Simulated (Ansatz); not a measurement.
Al2H: from a trial structure to a relaxed crystal

Level of theory: Ansatz, DFT PBE, scalar-relativistic, plane waves, PAW. Cutoff 420 eV, Γ-centred k mesh, Gaussian smearing, no spin polarisation in the final step.

The start puts Al2H on the CaC2 structure type (I4/mmm, No. 139), with H in place of Ca, Al in place of C, at a guessed volume.

```yaml
crystal:
  lattice:
    - [-1.79687, 1.79687, 2.94705]
    - [1.79687, -1.79687, 2.94705]
    - [1.79687, 1.79687, -2.94705]
  atoms:
    - { symbol: Al, position: [0.59300, 0.59300, 0.00000] }
    - { symbol: Al, position: [0.40700, 0.40700, 0.00000] }
    - { symbol: H, position: [0.00000, 0.00000, 0.00000] }
```

Steps on the 6×6×6 mesh (3 atoms). 12 of 15 steps are shown, and the free energy counts from the last. Trial steps that were taken back and renewals of the plane-wave basis can be among the rows.

| step | ΔF (meV/atom) | V (Å³/atom) | P (GPa) | largest force component (eV/Å) |
| --- | --- | --- | --- | --- |
| 1 | 11430.9 | 12.69 | 114.28 | 81.779 |
| 2 | 6385.2 | 11.06 | 102.53 | 49.876 |
| 4 | 774.4 | 11.58 | 32.84 | 8.148 |
| 5 | 296.7 | 12.65 | 13.76 | 2.805 |
| 6 | 144.6 | 13.91 | 2.80 | 0.337 |
| 7 | 131.6 | 14.36 | 0.78 | 0.295 |
| 9 | 26.1 | 15.73 | -1.93 | 0.513 |
| 10 | 5.5 | 15.66 | -0.13 | 0.109 |
| 11 | 4.6 | 15.82 | -0.34 | 0.011 |
| 12 | 4.1 | 15.70 | 0.16 | 0.005 |
| 14 | 0.1 | 15.88 | -0.09 | 0.001 |
| 15 | 0.0 | 15.88 | -0.09 | 0.001 |

Steps on the 16×16×16 mesh (3 atoms). 9 of 14 steps are shown, and the free energy counts from the last.

| step | ΔF (meV/atom) | V (Å³/atom) | P (GPa) | largest force component (eV/Å) |
| --- | --- | --- | --- | --- |
| 1 | 50.4 | 15.88 | 0.09 | 0.062 |
| 2 | 49.9 | 16.00 | -0.03 | 0.054 |
| 3 | 48.4 | 16.23 | 0.64 | 0.008 |
| 5 | 24.9 | 17.72 | 0.51 | 0.051 |
| 6 | 15.4 | 18.21 | 0.75 | 0.385 |
| 7 | 9.5 | 18.10 | 1.22 | 0.228 |
| 8 | 5.6 | 18.57 | 0.15 | 0.050 |
| 12 | 0.1 | 18.71 | 0.06 | 0.005 |
| 14 | 0.0 | 18.74 | 0.01 | 0.001 |

A final relaxation ran on a 18×18×18 mesh. The relaxed crystal, I4/mmm (No. 139):

```cif
data_structure
_symmetry_space_group_name_H-M 'I4/mmm'
_symmetry_Int_Tables_number 139
_cell_length_a 3.7582
_cell_length_b 3.7582
_cell_length_c 7.9613
_cell_angle_alpha 90.000
_cell_angle_beta 90.000
_cell_angle_gamma 90.000
_cell_volume 112.44
loop_
_atom_site_label
_atom_site_type_symbol
_atom_site_symmetry_multiplicity
_atom_site_Wyckoff_symbol
_atom_site_fract_x
_atom_site_fract_y
_atom_site_fract_z
_atom_site_occupancy
Al1 Al 4 e 0.50000 0.50000 0.28502 1
H1 H 2 a 0.00000 0.00000 0.00000 1
```

For Al2H, the volume per atom is 18.74 Å³. The density is 1.62 g/cm³, the energy over the elements is 0.35 eV/atom and the gap on the 18×18×18 mesh is 0 eV (a metal).

The zero of energy is the elements' standard structures at the same level (H₂ as a molecule); no fitted shifts are applied.

The final run used a 18×18×18 mesh on its 3-atom cell and 0.10 eV smearing. For metals, differences of a few meV/atom aren't resolved.

A later test with randomly moved atoms lowered the energy by 144 meV/atom on a coarse mesh, so it isn't stable against such moves and is likely a saddle point held by symmetry.

Cost: 7 runs of about 11 core-minutes in all, on Intel Xeon 6975P-C (Granite Rapids) (shared hosts).